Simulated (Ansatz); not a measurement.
## What a change of settings does to a run on V

The geometry is COD entry 7101267, unchecked; take it as a test cell.

First run: DFT, PBE, all-electron LAPW, scalar-relativistic (Ansatz 0.2.0).

Command: `ansatz run input.yaml --threads 1 --pin off --max-ram 3072MiB --backend cpu --events-out ev --progress --plain --runs-dir out` The run took 9.4 s on 1 thread of AMD EPYC 9R45 96-Core Processor (Zen 5), with other jobs on the host, peak memory 0.42 GiB.

```yaml
crystal:
  lattice:
    - [-1.513, 1.513, 1.513]
    - [1.513, -1.513, 1.513]
    - [1.513, 1.513, -1.513]
  atoms:
    - { symbol: V, position: [0.0, 0.0, 0.0], spin: 1.5 }
magnetization:
  spin_polarized: true
kpoints:
  mp_grid: { grid: [15, 15, 15] }
  band_path:
    path:
      - [0.0, 0.0, 0.0]
      - [0.5, -0.5, 0.5]
      - [0.0, 0.0, 0.5]
      - [0.0, 0.0, 0.0]
      - [0.25, 0.25, 0.25]
      - [0.5, -0.5, 0.5]
      - [0.25, 0.25, 0.25]
      - [0.0, 0.0, 0.5]
    npoints: 14
scf:
  occupations: { method: fermi_dirac, width: 0.03 }
hamiltonian:
  xc: pbe
  pseudopotentials: { kind: all_electron, lapw: { basis_error: 0.001 } }
output:
  forces: true
  stress: true
  eigenvalues: true
  fatbands: true
  populations: true
  dos: { projected: true, de: 0.2, e_range: [-14, 8] }
```

Result: converged; pressure -5.36 GPa; moment 0.00 μB; 11 SCF iterations.

The input is then changed:

```diff
@@ -26,10 +26,9 @@
   xc: pbe
   pseudopotentials: { kind: all_electron, lapw: { basis_error: 0.001 } }
+  hubbard: { sites: [{ species: V, l: d, u_eff: 2.0 }], double_counting: fll }
 output:
   forces: true
   stress: true
   eigenvalues: true
-  fatbands: true
   populations: true
-  dos: { projected: true, de: 0.2, e_range: [-14, 8] }
```

Q: What does the second run give?

A: It converged; pressure -0.69 GPa; moment 0.67 μB; 15 SCF iterations.
